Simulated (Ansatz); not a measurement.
Crystal: AlPt.

```
Pt Al
1.0
     3.09155    0.00000    0.00000
     0.00000    3.09155    0.00000
     0.00000    0.00000    3.09155
Pt Al
1 1
Direct
  0.50000 0.50000 0.50000
  0.00000 0.00000 0.00000
```

Measurements of this composition are mostly on another form, of space group No. 198.

```yaml
Program: Ansatz 0.2.0
Task: relaxation of cell and atoms
Functional: PBEsol
Dispersion: D4
Potentials_or_basis: Ansatz PAW
Cutoff: "420 eV (not typed: the program's choice for these potentials)"
k_mesh: 9 × 9 × 9
Occupations: fermi-dirac, width 0.05 eV
Spin: no spin polarisation
```

At the start: volume 14.77 Å³/atom.

Where does the relaxation end?

It ends after 5 steps and the volume is 14.09 Å³/atom (-4.6 %); space group Pm-3m (No. 221, to 0.05 Å).

Step by step:
| step | energy change (eV) | largest force (eV/Å) | volume (Å³) |
| --- | --- | --- | --- |
| 1 | 0.0000 | 0.0000 | 29.55 |
| 2 | -0.0161 | 0.0000 | 27.20 |
| 3 | -0.0400 | 0.0000 | 28.28 |
| 4 | -0.0402 | 0.0000 | 28.19 |
| 5 | -0.0398 | 0.0000 | 28.19 |

Final structure:
```
Pt Al
1.0
     3.04342    0.00000    0.00000
     0.00000    3.04342    0.00000
     0.00000    0.00000    3.04342
Pt Al
1 1
Direct
  0.50000 0.50000 0.50000
  0.00000 0.00000 0.00000
```

Caveat: the plane-wave basis is chosen anew once the cell has moved, so the energies of steps on either side of that aren't comparable; pairwise dispersion overbinds metals, which lowers pressure and volume; the PAW data sets come from PBE, with cores solved anew for the run's functional, which leaves a small shift of forces and pressure.
